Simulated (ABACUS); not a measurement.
# Cr (Im-3m) in ABACUS: a series of runs

The runs below take Cr through single point, relaxation of cell and atoms, with MS2, WC.

Everything below comes from runs of ABACUS 3.10.1. Logs are shortened: lines on timing, memory, paths and dates and some standing lists are left out, and cuts for length are marked.

### 1 Starting point

It takes space group Im-3m (No. 229, cubic). The conventional cell has a = 2.969 Å, b = 2.969 Å, c = 2.969 Å, α = 90.00°, β = 90.00°, γ = 90.00°. Cr (site symmetry m-3m) is surrounded by 8 Cr at 2.57 Å.

### 2 Single point, MS2, collinear spin, ferromagnetic start

File INPUT:

```
INPUT_PARAMETERS
suffix              Cr
calculation         scf
basis_type          pw
pseudo_dir          ./
symmetry            1
dft_functional      MGGA_X_MS2+GGA_C_REGTPSS
ecutwfc             110
pseudo_rcut         10
nspin               2
nbands              19
ks_solver           dav
smearing_method     fd
smearing_sigma      0.00367493
scf_thr             1e-08
scf_nmax            100
mixing_type         broyden
mixing_beta         0.4
cal_force           1
cal_stress          1
mixing_tau          1
out_chg             1
kpar                4
```

File STRU:

```
ATOMIC_SPECIES
Cr 51.9961 Cr_ONCV_PBE-1.2.upf

LATTICE_CONSTANT
1.8897261246

LATTICE_VECTORS
-1.4844496776 1.4844496776 1.4844496776
1.4844496776 -1.4844496776 1.4844496776
1.4844496776 1.4844496776 -1.4844496776

ATOMIC_POSITIONS
Cartesian

Cr
0.0
1
0.0000000000 0.0000000000 0.0000000000 1 1 1 mag 3
```

File KPT:

```
K_POINTS
0
Gamma
8 8 8 0 0 0
```

Potentials or basis: SG15 ONCV 1.2 PBE, plane waves.

On the command line:

```console
$ OMP_NUM_THREADS=1 mpirun -np 4 abacus > log
```

running log:

```text
ABACUS v3.10.1

               Atomic-orbital Based Ab-initio Computation at UStc

 ------------------------------------------------------------------------------------

 READING GENERAL INFORMATION
                           global_out_dir = OUT.Cr/
                           global_in_card = INPUT
                               pseudo_dir = ./
                              orbital_dir =
                                    DSIZE = 4
                                    GSIZE = 1

 READING UNITCELL INFORMATION
                                    ntype = 1
                  lattice constant (Bohr) = 1.88973
              lattice constant (Angstrom) = 1

 READING ATOM TYPE 1
                               atom label = Cr
                      L=0, number of zeta = 1
                      L=1, number of zeta = 1
                      L=2, number of zeta = 1
             number of atom for this type = 1
               magnetization of element 1 = 3

                        TOTAL ATOM NUMBER = 1
CARTESIAN COORDINATES ( UNIT =       1.889726124600 Bohr ).
    atom                   x                   y                   z     mag                  vx                  vy                  vz
tauc_Cr1            0.0000000000        0.0000000000        0.0000000000  3.0000        0.0000000000        0.0000000000        0.0000000000

                          Volume (Bohr^3) = 88.2984
                             Volume (A^3) = 13.0845

 Lattice vectors: (Cartesian coordinate: in unit of a_0)
             -1.48445            +1.48445            +1.48445
             +1.48445            -1.48445            +1.48445
             +1.48445            +1.48445            -1.48445
 Reciprocal vectors: (Cartesian coordinate: in unit of 2 pi/a_0)
                   +0           +0.336825           +0.336825
            +0.336825                  +0           +0.336825
            +0.336825           +0.336825                  +0
 The esolver type has been set to : ksdft_pw

                PAO radial cut off (Bohr) = 10

 Read in pseudopotential file is Cr_ONCV_PBE-1.2.upf
                     pseudopotential type = NC
          exchange-correlation functional = PBE
                 nonlocal core correction = 0
                        valence electrons = 14
                                     lmax = 2
                           number of zeta = 0
                     number of projectors = 6
                           L of projector = 0
                           L of projector = 0
                           L of projector = 1
                           L of projector = 1
                           L of projector = 2
                           L of projector = 2
 XC functional updated to : MGGA_X_MS2+GGA_C_REGTPSS
          exchange-correlation functional = MGGA_X_MS2+GGA_C_REGTPSS
     initial pseudo atomic orbital number = 0
 The readin total magnetization is 3

 SETUP THE ELECTRONS NUMBER
            electron number of element Cr = 14
      total electron number of element Cr = 14
            AUTOSET number of electrons:  = 14
                           occupied bands = 7
                                   NBANDS = 19
                                   NLOCAL = 9

%%%%%%%%%%%%%%%%%%%%%%%%%%%%%%%%%%%%%%%%%%%%%%%%%%%%%%%%%%%%%%%%%%%%%%%%%%%%%%%%%%%%%%%%%%%%%%%%%%%%%%%%%%
 Warning: the number of valence electrons in pseudopotential > 6 for Cr: [Ar] 3d5 4s1
 Pseudopotentials with additional electrons can yield (more) accurate outcomes, but may be less efficient.
 If you're confident that your chosen pseudopotential is appropriate, you can safely ignore this warning.
%%%%%%%%%%%%%%%%%%%%%%%%%%%%%%%%%%%%%%%%%%%%%%%%%%%%%%%%%%%%%%%%%%%%%%%%%%%%%%%%%%%%%%%%%%%%%%%%%%%%%%%%%%

 SETUP THE PLANE WAVE BASIS
 energy cutoff for charge/potential (unit:Ry) = 440
            fft grid for charge/potential = [ 36, 36, 36 ]
                        fft grid division = [ 1, 1, 1 ]
        big fft grid for charge/potential = [ 36, 36, 36 ]
                                     nbxx = 46656
                                     nrxx = 46656

 SETUP PLANE WAVES FOR CHARGE/POTENTIAL
                    number of plane waves = 13811
                         number of sticks = 781

 PARALLEL PW FOR CHARGE/POTENTIAL
     PROC   COLUMNS(POT)             PW
        1            781          13811
 --------------- sum -------------------
        1            781          13811
                            number of |g| = 163
                                  max |g| = 39.7079
                                  min |g| = 0

----------- Double Check Mixing Parameters Begin ------------
mixing_type: broyden
mixing_beta: 0.4
mixing_gg0: 1
mixing_gg0_min: 0.1
mixing_beta_mag: 1.6
mixing_gg0_mag: 0
mixing_ndim: 8
----------- Double Check Mixing Parameters End ------------

 LATTICE VECTORS: (CARTESIAN COORDINATE: IN UNIT OF A0)
             -1.48445            +1.48445            +1.48445
             +1.48445            -1.48445            +1.48445
             +1.48445            +1.48445            -1.48445
                       right hand lattice = 1
                                   NORM_A = 2.57114
                                   NORM_B = 2.57114
                                   NORM_C = 2.57114
                           ALPHA (DEGREE) = 109.471
                           BETA  (DEGREE) = 109.471
                           GAMMA (DEGREE) = 109.471

 The lattice vectors have been changed (STRU_SIMPLE.cif)

(for optimal symmetric configuration:)
                             BRAVAIS TYPE = 2
                     BRAVAIS LATTICE NAME = 02. Cubic I (body-centered)
                                    ibrav = 2
                                    IBRAV = 2
                                  BRAVAIS = BODY CENTERED CUBIC
                       LATTICE CONSTANT A = 2.9689
Original cell was already a primitive cell.
                        ROTATION MATRICES = 48
              PURE POINT GROUP OPERATIONS = 48
                   SPACE GROUP OPERATIONS = 48
                              POINT GROUP = O_h
               POINT GROUP IN SPACE GROUP = O_h

 SETUP K-POINTS
                                    nspin = 2
                   Input type of k points = Monkhorst-Pack(Gamma)
                                   nkstot = 512
                       right hand lattice = 1
(for reciprocal lattice: )
                             BRAVAIS TYPE = 3
                     BRAVAIS LATTICE NAME = 03. Cubic F (face-centered)
                                    ibrav = 3
                       right hand lattice = 1
(for k-lattice: )
                             BRAVAIS TYPE = 3
                     BRAVAIS LATTICE NAME = 03. Cubic F (face-centered)
                                    ibrav = 3
                       right hand lattice = 1
                        ROTATION MATRICES = 48
                               nkstot_ibz = 29
K-POINTS REDUCTION ACCORDING TO SYMMETRY
     IBZ    DIRECT_X    DIRECT_Y    DIRECT_Z  WEIGHT  ibz2bz
       1  0.00000000  0.00000000  0.00000000  0.0020       0
       2 -0.12500000  0.12500000  0.00000000  0.0234       1
       3 -0.25000000  0.25000000  0.00000000  0.0234       2
       4 -0.37500000  0.37500000  0.00000000  0.0234       3
       5  0.50000000  0.50000000  0.00000000  0.0117       4
       6 -0.25000000  0.12500000  0.12500000  0.0469       9
[... 21 lines left out ...]
      28  0.50000000  0.50000000  0.37500000  0.0234     228
      29  0.50000000  0.50000000  0.50000000  0.0020     292

                               nkstot now = 29
[... K-POINTS DIRECT COORDINATES: 29 rows ...]

           k-point number in this process = 8
       minimum distributed K point number = 7
[... stars of the k points ...]
                             nks(nspin=2) = 16
                          nkstot(nspin=2) = 58

[... K-POINTS CARTESIAN COORDINATES: 16 rows ...]

[... K-POINTS DIRECT COORDINATES: 16 rows ...]

 SETUP PLANE WAVES FOR WAVE FUNCTIONS
     energy cutoff for wavefunc (unit:Ry) = 110
              fft grid for wave functions = [ 36, 36, 36 ]
                    number of plane waves = 2491
                         number of sticks = 249

 PARALLEL PW FOR WAVE FUNCTIONS
     PROC   COLUMNS(POT)             PW
        1            249           2491
 --------------- sum -------------------
        1            249           2491

 SETUP NONLOCAL PSEUDOPOTENTIALS IN PLANE WAVE BASIS
 Cr non-local projectors:
 projector 1 L=0
 projector 2 L=0
 projector 3 L=1
 projector 4 L=1
 projector 5 L=2
 projector 6 L=2
      TOTAL NUMBER OF NONLOCAL PROJECTORS = 18

 Init Non-Local PseudoPotential table :
 Init Non-Local-Pseudopotential done.

                                     npwx = 1734

 -------------------------------------------
 SELF-CONSISTENT
 -------------------------------------------
                                 init_chg = atomic

 PW ALGORITHM --------------- ION=   1  ELEC=   1--------------------------------
          total magnetism (Bohr mag/cell) = 1.42751
       absolute magnetism (Bohr mag/cell) = 1.42751
                        nelec for spin up = 7.71375
                      nelec for spin down = 6.28625

 Density error is 0.235785867963
                          Error Threshold = 0.01
----------------------------------------------------------
     Energy           Rydberg                 eV
----------------------------------------------------------
 E_KohnSham     -165.6613525999      -2253.9383337458
 E_Harris       -169.2821088244      -2303.2012494679
 E_Fermi        1.5231106134         20.7229830268
----------------------------------------------------------
[... 343 lines left out ...]
 Density error is 5.91965576794e-09
                          Error Threshold = 1.09115111281e-10
----------------------------------------------------------
     Energy           Rydberg                 eV
----------------------------------------------------------
 E_KohnSham     -166.0426790790      -2259.1265466597
 E_KS(sigma->0) -166.0422963410      -2259.1213392420
 E_Harris       -166.0423624461      -2259.1222386478
 E_band         -11.3205441961       -154.0239055273
 E_one_elec     -53.8496268156       -732.6617598663
 E_Hartree      32.4108359081        440.9720452930
 E_xc           -17.4662148563       -237.6400445377
 E_Ewald        -127.1369078392      -1729.7863727134
 E_entropy(-TS) -0.0007654760        -0.0104148353
 E_descf        0.0000000000         0.0000000000
 E_exx          0.0000000000         0.0000000000
 E_Fermi        1.4997404641         20.4050158335
----------------------------------------------------------

 charge density convergence is achieved
 final etot is -2259.1265467 eV
 EFERMI = 20.405015834 eV

 STATE ENERGY(eV) AND OCCUPATIONS    NSPIN == 2
SPIN UP :
 1/8 kpoint (Cartesian) = 0.0000 0.0000 0.0000 (1721 pws)
       1       -56.0303     0.00195312
       2       -25.8736     0.00195312
       3       -25.8736     0.00195312
       4       -25.8736     0.00195312
       5        11.8275     0.00195312
       6        17.3622     0.00195312
[... 11 lines left out ...]
      18        50.6760        0.00000
      19        51.7445        0.00000
[... 88 lines left out ...]
       3       -25.9399      0.0468750
       4       -25.8958      0.0468750
       5        13.5391      0.0468750
       6        16.9723      0.0468750
[... 11 lines left out ...]
      18        52.0817        0.00000
      19        56.2295        0.00000

[... levels at 10 further k points ...]

------------------------------------------------------------------------------------------
 TOTAL-FORCE (eV/Angstrom)
------------------------------------------------------------------------------------------
                       Cr1         0.0000000000         0.0000000000         0.0000000000
------------------------------------------------------------------------------------------

----------------------------------------------------------------
 TOTAL-STRESS (KBAR)
----------------------------------------------------------------
      2181.3626812425        -0.0000000000        -0.0000000000
         0.0000000000      2181.3626812425         0.0000000000
         0.0000000000         0.0000000000      2181.3626812425
----------------------------------------------------------------
 TOTAL-PRESSURE: 2181.362681 KBAR

 --------------------------------------------
 !FINAL_ETOT_IS -2259.1265466597074010 eV
 --------------------------------------------
```

It took 96 s on 4 MPI ranks of Intel Xeon Platinum 8488C (Sapphire Rapids), shared host; peak memory 0.4 GiB.

The run converged, but a check on its numbers failed (symmetry, net force, bounds or a known fault of this set-up), so they aren't taken as properties of the crystal.

Caveat: the k mesh is coarse (spacing up to 0.37 Å⁻¹), so the values aren't converged; a pressure of tens of GPa on the cell as given is suspect, and the run, the potentials or the cell itself is likely at fault; the potentials were made for another functional, which shifts forces and pressure.

### 3 Single point, WC, collinear spin, ferromagnetic start

Changes to INPUT since step 2:

```diff
@@ -6,4 +6,4 @@
 symmetry            1
-dft_functional      MGGA_X_MS2+GGA_C_REGTPSS
-ecutwfc             110
+dft_functional      wc
+ecutwfc             95
 pseudo_rcut         10
@@ -20,3 +20,2 @@
 cal_stress          1
-mixing_tau          1
 out_chg             1
```

File STRU:

```
ATOMIC_SPECIES
Cr 51.9961 24_Cr_14_1.7_2.1_pbe_n_v1.0.upf

LATTICE_CONSTANT
4.8587547043

LATTICE_VECTORS
-0.5773502692 0.5773502692 0.5773502692
0.5773502692 -0.5773502692 0.5773502692
0.5773502692 0.5773502692 -0.5773502692

ATOMIC_POSITIONS
Cartesian

Cr
0.0
1
0.0000000000 0.0000000000 0.0000000000 1 1 1 mag 3
```

File KPT:

```
K_POINTS
0
Gamma
10 10 10 0 0 0
```

Potentials or basis: SPMS ONCV 1.0 PBE, plane waves.

On the command line:

```console
$ OMP_NUM_THREADS=1 mpirun -np 4 abacus > log
```

Wall time 4.4 s (4 MPI ranks of AMD EPYC 9R45 (Zen 5), shared host); peak memory 0.32 GiB.

The run converged. Its results:

```
Free energy            : -2342.8843 eV
Pressure               : -49.7 GPa
Band gap on the k mesh : none (metal or under the smearing width)
Net moment             : 0.00 μB per cell
Absolute moment        : 0.00 μB per cell
```

Levels at points of the mesh, in eV from the Fermi level:
Spin up:
| k point | band 5 | band 6 | band 7 | band 8 | band 9 | band 10 |
| --- | --- | --- | --- | --- | --- | --- |
| (0.00, 0.00, 0.00) | -7.91 | -0.79 | -0.79 | -0.79 | 0.89 | 0.89 |
| (0.50, 0.50, 0.00) | -4.15 | -2.16 | 0.39 | 0.91 | 1.19 | 2.53 |
| (0.50, 0.50, 0.50) | -3.90 | -3.90 | 2.18 | 2.18 | 2.18 | 9.03 |
Spin down:
```csv
k point,band 5,band 6,band 7,band 8,band 9,band 10
"(0.00, 0.00, 0.00)",-7.91,-0.79,-0.79,-0.79,0.89,0.89
"(0.50, 0.50, 0.00)",-4.15,-2.16,0.39,0.91,1.19,2.53
"(0.50, 0.50, 0.50)",-3.90,-3.90,2.18,2.18,2.18,9.03
```

Caveat: the starting moments collapsed, and a magnetic state may lie lower; a pressure of tens of GPa on the cell as given is suspect, and the run, the potentials or the cell itself is likely at fault; the potentials were made for another functional, which shifts forces and pressure.

### 4 Relaxation of cell and atoms, WC, collinear spin, ferromagnetic start

File run_abacus.py:

```python
"""ABACUS run from a structure file: ASE reads it, the script writes STRU, KPT and INPUT."""
import re
import subprocess
from ase.io import read
from ase.units import Bohr

atoms = read("POSCAR")
atoms = atoms[(-atoms.numbers).argsort(kind="stable")]  # ABACUS lists atoms element by element
pseudo = {'Cr': '24_Cr_14_1.7_2.1_pbe_n_v1.0.upf'}
orbital = {}
magmoms = [3.0]
kmesh = [10, 10, 10]
params = {
    'suffix': 'Cr',
    'calculation': 'cell-relax',
    'basis_type': 'pw',
    'pseudo_dir': './',
    'symmetry': 1,
    'dft_functional': 'wc',
    'ecutwfc': 95,
    'pseudo_rcut': 10,
    'nspin': 2,
    'nbands': 13,
    'ks_solver': 'dav',
    'smearing_method': 'fd',
    'smearing_sigma': 0.00367493,
    'scf_thr': 1e-08,
    'scf_nmax': 100,
    'mixing_type': 'broyden',
    'mixing_beta': 0.4,
    'cal_force': 1,
    'cal_stress': 1,
    'relax_nmax': 60,
    'force_thr_ev': 0.02,
    'relax_method': 'cg',
    'out_stru': 1,
    'stress_thr': 0.5,
    'kpar': 4,
}

symbols = atoms.get_chemical_symbols()
elements = list(dict.fromkeys(symbols))
lines = ["ATOMIC_SPECIES"] + [f"{e} {atoms.get_masses()[symbols.index(e)]:.4f} {pseudo[e]}" for e in elements]
if orbital:
    lines += ["", "NUMERICAL_ORBITAL"] + [orbital[e] for e in elements]
lines += ["", "LATTICE_CONSTANT", f"{1 / Bohr:.10f}", "", "LATTICE_VECTORS"]
lines += [" ".join(f"{x:.10f}" for x in v) for v in atoms.cell]
lines += ["", "ATOMIC_POSITIONS", "Direct"]
for e in elements:
    lines += ["", e, "0.0", str(symbols.count(e))]
    for i, p in enumerate(atoms.get_scaled_positions(wrap=False)):
        if symbols[i] == e:
            mag = "" if magmoms is None else " mag " + " ".join(str(x) for x in (magmoms[i] if isinstance(magmoms[i], list) else [magmoms[i]]))
            lines.append(" ".join(f"{x:.10f}" for x in p) + " 1 1 1" + mag)
open("STRU", "w").write("\n".join(lines) + "\n")
open("KPT", "w").write("K_POINTS\n0\nGamma\n%d %d %d 0 0 0\n" % tuple(kmesh))
open("INPUT", "w").write("INPUT_PARAMETERS\n" + "".join(f"{k:<20s}{v}\n" for k, v in params.items()))

done = subprocess.run(['mpirun', '-np', '4', 'abacus'])
if done.returncode:
    raise SystemExit(done.returncode)
log = open("OUT.Cr/running_cell-relax.log").read()
print("final energy (eV):", re.findall(r"FINAL_ETOT_IS (\S+)", log))
```

File POSCAR:

```
Cr
1.0
   -1.4844496776      1.4844496776      1.4844496776
    1.4844496776     -1.4844496776      1.4844496776
    1.4844496776      1.4844496776     -1.4844496776
Cr
1
Direct
    0.0000000000      0.0000000000      0.0000000000
```

On the command line:

```console
$ OMP_NUM_THREADS=1 python run_abacus.py > log
```

Run time: 20 s. Hardware: 4 MPI ranks of AMD EPYC 9R45 (Zen 5), shared host; peak memory 0.36 GiB.

It converged, with:

* Free energy: -2343.3842 eV
* Relaxed volume: 10.44 Å³/atom
* Relaxed cell: a = 2.385 Å, b = 2.385 Å, c = 2.385 Å, α = 109.47°, β = 109.47°, γ = 109.47°
* Space group after relaxing (to 0.05 Å): Im-3m (No. 229)
* Energy gained by relaxing: 499.8 meV/atom
* Ionic steps: 8
* Pressure after relaxing: 0.0 GPa
* Band gap on the k mesh: none (metal or under the smearing width)
* Net moment: 0.00 μB per cell
* Absolute moment: 0.00 μB per cell

The path:
```csv
step,energy change (eV),largest force (eV/Å),pressure (GPa),volume (Å³)
1,0.0000,0.0000,-49.75,13.08
2,2.6223,0.0000,378.06,6.62
3,-0.4852,0.0000,-11.87,10.83
4,-0.4976,0.0000,-4.79,10.59
5,-0.4985,0.0000,-3.65,10.56
6,-0.4998,0.0000,-0.32,10.45
7,-0.4997,0.0000,1.13,10.41
8,-0.4998,0.0000,0.01,10.44
```

Final structure:
```xyz
1
Lattice="-1.3770 1.3770 1.3770 1.3770 -1.3770 1.3770 1.3770 1.3770 -1.3770" Properties=species:S:1:pos:R:3 pbc="T T T"
Cr    0.0000    0.0000    0.0000
```

Levels at points of the mesh, in eV from the Fermi level:
Spin up:
| k point | band 3 | band 4 | band 5 | band 6 | band 7 | band 8 | band 9 |
| --- | --- | --- | --- | --- | --- | --- | --- |
| (0.00, 0.00, 0.00) | -42.48 | -42.48 | -8.74 | -1.08 | -1.08 | -1.08 | 1.24 |
| (0.50, 0.50, 0.00) | -42.88 | -42.49 | -5.29 | -2.96 | 0.93 | 1.31 | 1.69 |
| (0.50, 0.50, 0.50) | -43.36 | -43.36 | -5.29 | -5.29 | 2.99 | 2.99 | 2.99 |
Spin down:
```csv
k point,band 5,band 6,band 7,band 8,band 9
"(0.00, 0.00, 0.00)",-8.74,-1.08,-1.08,-1.08,1.24
"(0.50, 0.50, 0.00)",-5.28,-2.96,0.93,1.31,1.69
"(0.50, 0.50, 0.50)",-5.29,-5.29,2.99,2.99,2.99
```

Caveat: the volume moved by over 15 % at a fixed basis, so the end points are rough; the starting moments collapsed, and a magnetic state may lie lower; the potentials were made for another functional, which shifts forces and pressure.
